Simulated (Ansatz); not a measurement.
# AlRu: equal strain of all cell vectors

An exercise on one series of results from a longer session: the logs are not shown, and one member is left open.

Method: DFT PBE, scalar-relativistic, plane waves, PAW, in Ansatz 0.2.0.

2 further runs of the same task are left out: 2 set aside as unsound or not needed.

### The system as given

It takes space group Pm-3m (No. 221, cubic). Conventional cell: a = 3.004 Å, b = 3.004 Å, c = 3.004 Å, α = 90.00°, β = 90.00°, γ = 90.00°. Al (site symmetry m-3m) has 8 Ru at 2.60 Å as nearest neighbours. Around Ru (site symmetry m-3m) lie 8 Al at 2.60 Å.

Structure file:

```
CELL_PARAMETERS angstrom
3.00418 0.00000 0.00000
0.00000 3.00418 0.00000
0.00000 0.00000 3.00418
ATOMIC_POSITIONS crystal
Al 0.00000 0.00000 0.00000
Ru 0.50000 0.50000 0.50000
```

It goes back to an entry of the Materials Project, which need not be the stable form.

It is the result of an earlier relaxation at this level (volume 13.56 Å³/atom; gap on the mesh: none (metal)).

Set-up of the first run:

Input file input.yaml:

```yaml
crystal:
  lattice:
    - [3.0041768544, 0.0, 0.0]
    - [0.0, 3.0041768544, 0.0]
    - [0.0, 0.0, 3.0041768544]
  atoms:
    - { symbol: Al, position: [0.0, 0.0, 0.0] }
    - { symbol: Ru, position: [0.5, 0.5, 0.5] }
basis:
  ecutwfc: 420
kpoints:
  mp_grid: { grid: [14, 14, 14] }
hamiltonian:
  xc: pbe
scf:
  occupations: { method: gaussian, width: 0.1 }
output:
  forces: true
  stress: true
  eigenvalues: true
```

Among the steps run: The unstrained reference; The cell strained by -1.5 %; Strain +1.5 %; At -3.0 %; The cell strained by +3.0 %; At -4.5 %; At +4.5 %.

One table of the session follows, with a row left open; its other results are not shown here.

It belongs to the step «Energy and stress against strain (a metal throughout)». Lengths are those of the vectors of the cell that was run; stresses in GPa:

| strain (%) | ΔE (meV/atom) | a (Å) | b (Å) | c (Å) |
| --- | --- | --- | --- | --- |
| -4.5 | 182.5 | 2.869 | 2.869 | 2.869 |
| -3.0 | 76.7 | 2.914 | 2.914 | 2.914 |
| -1.5 | ? | ? | ? | ? |
| +0.0 | 0.0 | 3.004 | 3.004 | 3.004 |
| +1.5 | 16.8 | 3.049 | 3.049 | 3.049 |
| +3.0 | 63.5 | 3.094 | 3.094 | 3.094 |
| +4.5 | 135.6 | 3.139 | 3.139 | 3.139 |

**Question.** Estimate the row for strain (%) = -1.5.

Worked estimate for «ΔE (meV/atom)». A straight line through the neighbours (-3.0, 76.7) and (0.0, 0.0) gives 76.7 + (0.0 − 76.7) × (-1.5 + 3.0) / (0.0 + 3.0) = 38.4; a parabola fitted to 4 rows on both sides gives 17.9.

The run gave: ΔE (meV/atom): 18.1; a (Å): 2.959; b (Å): 2.959; c (Å): 2.959. In «ΔE (meV/atom)» the line misses by +20.3 and the parabola by -0.2.

ΔE is over the unstrained cell. Stress in GPa, positive in compression, on the Cartesian axes of the input. 
